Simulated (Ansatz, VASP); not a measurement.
# GaN, level by level in two programs

```xyz
2
Lattice="0.0000 2.2230 2.2230 2.2230 0.0000 2.2230 2.2230 2.2230 0.0000" Properties=species:S:1:pos:R:3 pbc="T T T"
Ga    0.0000    0.0000    0.0000
N     1.1115    1.1115    1.1115
```

Change from the starting cell: volume scaled by 0.96.

Single points on this cell with VASP 6.6.1 and Ansatz 0.2.0. Each row is one pair of runs. Alike in all rows: spin: off; k mesh: 10 × 10 × 10; smearing: fermi-dirac, width 0.05 eV; VASP's potentials, cutoff: VASP PAW PBE potentials, release 64 (Ga_d, N), 520 eV.

| level | Ansatz's potentials, cutoff | gap on the k mesh at the Fermi level (eV), VASP | gap on the k mesh at the Fermi level (eV), Ansatz | least direct gap on the mesh (eV), VASP | least direct gap on the mesh (eV), Ansatz | pressure (GPa), VASP | pressure (GPa), Ansatz |
| --- | --- | --- | --- | --- | --- | --- | --- |
| PBE | JTH PAW, 3600 eV | 1.99 | 1.97 | 1.99 | 1.97 | 13.6 | 14.4 |
| PBE | Ansatz PAW earlier set, 1020 eV | 1.99 | 2.00 | 1.99 | 2.00 | 13.6 | 13.6 |
| PBE | Ansatz PAW, 420 eV | 1.99 | 1.98 | 1.99 | 1.98 | 13.6 | 13.7 |
| PBE | Ansatz PAW earlier set, 1300 eV | 1.99 | 2.00 | 1.99 | 2.00 | 13.6 | 13.6 |
| PBE | SPMS NC, 1034 eV | 1.99 | 2.03 | 1.99 | 2.03 | 13.6 | 14.3 |
| PBE | Ansatz NC, 1240 eV | 1.99 | 2.00 | 1.99 | 2.00 | 13.6 | 14.0 |
| r2SCAN | Ansatz PAW, 500 eV | 2.39 | 2.40 | 2.39 | 2.40 | 8.6 | 7.4 |
| PBEsol | Ansatz PAW, 420 eV | 1.94 | ? | 1.94 | ? | 6.8 | ? |

Task: Fill in what Ansatz gave in row 8.

Result: gap on the k mesh at the Fermi level (eV): 1.92; least direct gap on the mesh (eV): 1.92; pressure (GPa): 7.1.

Caveats: the PAW data sets were made with another functional, which shifts forces and pressure a little (VASP); the pressure holds a Pulay correction of +0.5 GPa for the finite cutoff (Ansatz); the PAW data sets come from PBE, with cores solved anew for the run's functional, which leaves a small shift of forces and pressure (Ansatz).
